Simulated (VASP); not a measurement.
Crystal: AlPt.

```
Pt Al
1.0
     4.87893    0.00000    0.00000
     0.00000    4.87893    0.00000
     0.00000    0.00000    4.87893
Pt Al
4 4
Direct
  0.84494 0.65506 0.34494
  0.65506 0.34494 0.84494
  0.34494 0.84494 0.65506
  0.15506 0.15506 0.15506
  0.15597 0.34403 0.65597
  0.34403 0.65597 0.15597
  0.65597 0.15597 0.34403
  0.84403 0.84403 0.84403
```

The cell is a database's computed one.

Base run:

```yaml
Program: VASP 6.6.1
Functional: PBEsol
Potentials_or_basis: VASP PAW PBE potentials, release 64 (Pt, Al)
Cutoff: 520 eV
k_mesh: 5 × 5 × 5
Occupations: fermi-dirac, width 0.05 eV
Spin: no spin polarisation
Hubbard_terms: Pt d U = 2 eV
```

Its results: band gap on the k mesh none (metal or under the smearing width); pressure -4.2 GPa; largest force 0.059 eV/Å.

Problem. The run is repeated on the same cell with these changes: hubbard terms from Pt d U = 2 eV to none. What comes out?

Solution. Band gap on the k mesh none (metal or under the smearing width); pressure -1.3 GPa; largest force 0.048 eV/Å.

Caveats: the PAW data sets were made with another functional, which shifts forces and pressure a little; U without spin polarisation on a metal has little footing (some runs); the U is typed as a test and isn't derived for this compound (some runs).
